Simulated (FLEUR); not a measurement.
YN:

```
Y N
1.0
     0.00000    2.43850    2.43850
     2.43850    0.00000    2.43850
     2.43850    2.43850    0.00000
Y N
1 1
Direct
  0.00000 0.00000 0.00000
  0.50000 0.50000 0.50000
```

Base run:

```yaml
Program: FLEUR MaX-R8.1 (later development tree)
Functional: BLYP
Potentials_or_basis: all-electron
Basis: FLAPW
Kmax: 4.29 1/bohr
k_mesh: 9 × 9 × 9
Occupations: fermi-dirac, width 0.05 eV
Spin: no spin polarisation
```

Its results: band gap on the k mesh 0.38 eV, indirect (least direct gap 0.77 eV).

Task: The run is repeated on the same cell with these changes: functional from BLYP to LDA. What comes out?

Result: Band gap on the k mesh 0.15 eV, indirect (least direct gap 0.55 eV).

A k mesh can miss the band edges.

Not every run made on this cell is shown here.
